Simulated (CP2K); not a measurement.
**HgSe: single point with PBE**

Crystal: HgSe.

```xyz
2
Lattice="4.3193 0.0000 0.0000 2.1382 3.7530 0.0000 2.1812 1.2676 3.5324" Properties=species:S:1:pos:R:3 pbc="T T T"
Hg    0.0000    0.0000    0.0000
Se    6.4790    3.7655    2.6493
```

The cell isn't the ideal one: strain = 0.01.

```
Program                             : CP2K 2026.2
Task                                : single point
Functional                          : PBE
Potentials or basis                 : POTENTIAL_UZH Hg GTH-PBE-q12, Se GTH-PBE-q6; TZVP-MOLOPT-PBE-GTH basis
Density cutoff                      : 6123 eV
k mesh                              : 8 × 8 × 8
Occupations                         : fermi-dirac, width 0.05 eV
Spin                                : no spin polarisation
SCF solver                          : diagonalisation with k points
Quickstep method                    : GPW
EPS_DEFAULT                         : 1.0E-10
EPS_SCF                             : 1.0E-6
MAX_SCF                             : 100
SCF_GUESS                           : ATOMIC
k points reduced by the point group : yes
Mesh centred on Gamma               : yes
CHOLESKY                            : OFF
EPS_EIGVAL                          : 1.0E-7
MIXING METHOD                       : BROYDEN_MIXING
MIXING ALPHA                        : 0.4
NBUFFER                             : 8
NGRIDS                              : 4
Basis sets                          : Hg TZVP-MOLOPT-PBE-GTH-q12, Se TZVP-MOLOPT-PBE-GTH-q6
Potentials                          : Hg GTH-PBE-q12 of POTENTIAL_UZH, Se GTH-PBE-q6 of POTENTIAL_UZH
ADDED_MOS                           : [10]
REL_CUTOFF (Ry)                     : 60 Ry
MIXING BETA (1/bohr)                : 1.5 1/bohr
CUTOFF of the grids                 : 450 Ry
```

```json
{
  "Pressure": "4.3 GPa",
  "Band gap on the k mesh": "none (metal or under the smearing width)",
  "Mulliken charges": "Hg +0.28; Se -0.28 e"
}
```

Levels at points of the mesh, in eV from the Fermi level:
```csv
k point,band 7,band 8,band 9,band 10,band 11,band 12
"(0.00, 0.00, 0.00)",-1.00,-0.07,-0.07,-0.04,5.48,5.48
"(0.00, 0.00, 0.50)",-5.47,-1.03,-0.99,1.05,6.23,6.29
"(0.00, 0.50, 0.50)",-5.09,-2.30,-2.28,2.76,3.01,8.44
"(0.50, 0.50, 0.00)",-5.03,-2.33,-2.33,2.69,2.97,8.52
```

Wall time 29 s on 1 thread of Arm Neoverse V2, with other jobs on the host, peak memory 0.32 GiB.

Caveat: Mulliken charges move with the basis; the basis of atomic orbitals isn't converged, which shifts pressures, moduli and gaps. The run has no spin-orbit coupling, so splittings on Hg are missing.
